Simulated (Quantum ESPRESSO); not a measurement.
Runs of Quantum ESPRESSO 7.5 on GaN. The structure is cubic, space group F-43m (No. 216). Conventional cell: a = 4.507 Å, b = 4.507 Å, c = 4.507 Å, α = 90.00°, β = 90.00°, γ = 90.00°. Ga (site symmetry -43m) is surrounded by 4 N at 1.95 Å. N (site symmetry -43m) is surrounded by 4 Ga at 1.95 Å. The cell is a database's computed one.

```tsv
cell	gap on the mesh (eV)	pressure (GPa)
relaxed to 2 GPa	1.65	2.0
relaxed to 10 GPa	1.91	10.0
relaxed to 0.3 kbar	(b)	0.0
relaxed to 5 GPa	1.75	5.0
relaxed to 20 GPa	2.18	20.0
relaxed to 30 GPa	(a)	30.1
```

Alike in all rows: task relaxation of cell and atoms; level PBE; potentials or basis SSSP 1.3 efficiency PBE; no spin polarisation; k mesh 10 × 10 × 10; cutoff (eV) 1088; smearing fermi-dirac 0.05 eV.

Problem. Estimate the missing entries.

Solution. (a) 2.42; (b) 1.57.

A k mesh can miss the band edges, and the runs leave out spin-orbit coupling on Ga.
